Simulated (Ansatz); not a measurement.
KI (zincblende), relaxed with r2SCAN, was run in Ansatz 0.2.0 under altered settings. All numbers are computed, without spin polarisation but where a row says otherwise.

```yaml
crystal:
  lattice:
    - [0.00000, 3.96589, 3.96589]
    - [3.96589, 0.00000, 3.96589]
    - [3.96589, 3.96589, 0.00000]
  atoms:
    - { symbol: K, position: [0.00000, 0.00000, 0.00000] }
    - { symbol: I, position: [0.25000, 0.25000, 0.25000] }
```

The base run's other keys:
```yaml
kpoints:
  mp_grid: { grid: [4, 4, 4] }
hamiltonian:
  xc: hse06
scf:
  occupations: { method: fixed }
  n_extra_bands: 4
```

It takes 11 iterations with 2421 plane waves at 420 eV and 8 k points, and leaves a mean stress of +0.09 GPa. The gap over this mesh is 4.882 eV.

Outcomes, with energy and stress as changes against the base:
```csv
setting,outcome,ΔF (meV/atom),Δ mean stress (GPa),gap on the mesh (eV),iterations
"PBE hybrid, exx coeff 1.5, omega 0.1 1/Å",refused,–,–,–,–
"PBE hybrid, exx coeff 0.2, omega 0.5 1/Å",converged,–,0.0,4.284,9
"PBE hybrid, exx coeff 0.05, omega 0.5 1/Å",converged,–,+0.1,4.021,8
"PBE hybrid, exx coeff 0.1, omega 0.2078 1/Å",converged,–,0.0,4.309,9
basis.ecutwfc: 120,"converged, warned",+137393,+12.9,6.721,13
"kpoints.mp_grid.grid: [2, 4, 6]","converged, warned",+2.8,0.0,4.881,12
```
A dash marks a value that wasn't obtained or can't be compared. Stress is positive in compression. Its mean hides that meshes of lower symmetry stress the axes unequally.

- PBE hybrid, exx coeff 1.5, omega 0.1 1/Å. The input is refused before any iteration. Error: invalid value for `hamiltonian.xc.exx.coeff`: must be finite and in (0, 1]; got 1.5
- PBE hybrid, exx coeff 0.2, omega 0.5 1/Å. That is 20 % exact exchange, screened with ω = 0.5 1/Å, against HSE06's 25 % screened at 0.208 1/Å. The mean stress moves by 0.0 GPa and the gap on the mesh by -0.599 eV (to 4.284). Totals of different functionals aren't comparable.
- PBE hybrid, exx coeff 0.05, omega 0.5 1/Å. That is 5 % exact exchange, screened with ω = 0.5 1/Å, against HSE06's 25 % screened at 0.208 1/Å. The mean stress moves by +0.1 GPa and the gap on the mesh by -0.861 eV (to 4.021). Totals of different functionals aren't comparable.
- PBE hybrid, exx coeff 0.1, omega 0.2078 1/Å. That is 10 % exact exchange, screened with ω = 0.2078 1/Å, against HSE06's 25 % screened at 0.208 1/Å. The mean stress moves by 0.0 GPa and the gap on the mesh by -0.574 eV (to 4.309). Totals of different functionals aren't comparable.
- basis.ecutwfc: 120. 339 plane waves in place of 2421. The free energy moves by +137393 meV an atom, the mean stress by +12.9 GPa and the gap on the mesh by +1.839 eV (to 6.721). The basis is too small: these are errors of the cutoff. Warned: cutoff below recommended.
- kpoints.mp_grid.grid: [2, 4, 6]. The free energy moves by +2.8 meV an atom, the mean stress by 0.0 GPa and the gap on the mesh by -0.002 eV (to 4.881). The mesh breaks the crystal's symmetry, so the stress, and any force that symmetry no longer fixes, lose it too. The mesh is too coarse. Warned: symmetry narrowed by mesh.

Spin-orbit coupling is left out, which matters wherever the heavy atoms make up the band edges.

The program warns that its thresholds are loose for a hybrid's stress.

The meshes of the hybrids are coarse, so their gaps aren't converged to the digits shown.
